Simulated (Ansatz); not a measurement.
Take a crystal in which Ag has been replaced by Cu on all its sites, with the cell rescaled by a rough guess (in some cases also distorted within its space group) and nothing relaxed:

```
CELL_PARAMETERS angstrom
2.75846 -1.68769 -0.14853
2.75846 1.68769 -0.14853
-1.82379 0.00000 4.64298
ATOMIC_POSITIONS crystal
Cu 0.00000 0.50000 0.00000
Cu 0.50000 0.00000 0.50000
O 0.94040 0.05960 0.25000
O 0.05960 0.94040 0.75000
```

Theory: DFT PBEsol, scalar-relativistic, plane waves, PAW in Ansatz 0.2.0.

Settings: cutoff 420 eV, Γ-centred mesh 16×16×10 on the computed 4-atom cell, Gaussian smearing of 0.10 eV; no spin polarisation.

(1) What pressure does the cell carry?

(2) Is it a metal on this mesh?

(3) What is its energy against the elements in their standard states?

Spin polarisation was left out, and a magnetic state may lie lower.

Answers

(1) The pressure is 5.0 GPa (positive in compression), so the cell would expand.

(2) Yes, a band crosses the Fermi level.

(3) -0.326 eV/atom at this unrelaxed geometry, with the elements in the same functional.